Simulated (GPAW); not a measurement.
The system is PtSe2 (Sudovikovite).

```
Pt Se
1.0
     3.72400    0.00000    0.00000
    -1.86200    3.22508    0.00000
     0.00000    0.00000    5.06200
Pt Se
1 2
Direct
  0.00000 0.00000 0.00000
  0.66667 0.33333 0.75000
  0.33333 0.66667 0.25000
```

Base run:

- Program: GPAW 26.7.0
- Functional: SCAN
- Potentials or basis: GPAW PAW data sets (gpaw-data 1.2.1)
- Cutoff: 600 eV
- Basis: pw
- k mesh: 6 × 6 × 4
- Occupations: fermi-dirac, width 0.05 eV
- Spin: spin-orbit coupling, no magnetisation

Its results: pressure 1.7 GPa; largest force 0.036 eV/Å.

**Question.** The run is repeated on the same cell with these changes: functional from SCAN to M06-L; band points from 60 to 100. What comes out?

**Answer.** Pressure 8.6 GPa; largest force 0.448 eV/Å.

Caveats: spin-orbit coupling was added after a scalar SCF, so levels and gaps hold it while energy, forces, pressure and moments don't; the PAW data sets were made with another functional, which shifts forces and pressure a little.
